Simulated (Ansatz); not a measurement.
This cell of NaBr (rock salt) is off equilibrium:

```yaml
crystal:
  lattice:
    - [0.00000, 6.03598, 6.03598]
    - [3.01799, 3.01799, 6.03598]
    - [3.01799, 3.01799, 0.00000]
  atoms:
    - { symbol: Br, position: [0.02485, 0.97515, 0.02485] }
    - { symbol: Br, position: [0.47515, 0.02485, 0.97515] }
    - { symbol: Na, position: [0.97565, 0.52435, 0.47565] }
    - { symbol: Na, position: [0.52435, 0.47565, 0.52435] }
```

Level of theory: PBE (plane waves to 420 eV, PAW, scalar-relativistic; Ansatz, a program for electronic structure). k mesh 10×10×10 (Γ-centred), Fermi-Dirac smearing 0.05 eV. Compression counts positive. NaBr was relaxed with its symmetry unable to fall.

**Question.** What forces act on the atoms (eV/Å, Cartesian)?

**Answer.** 
```csv
atom,Fx,Fy,Fz
Br1,0.000,-0.139,0.000
Br2,0.000,0.139,0.000
Na3,0.000,0.041,0.000
Na4,0.000,-0.041,0.000
```

(A displaced cell: forces are minus the slopes of the energy, force constants its curvatures, and phonons follow from these.)
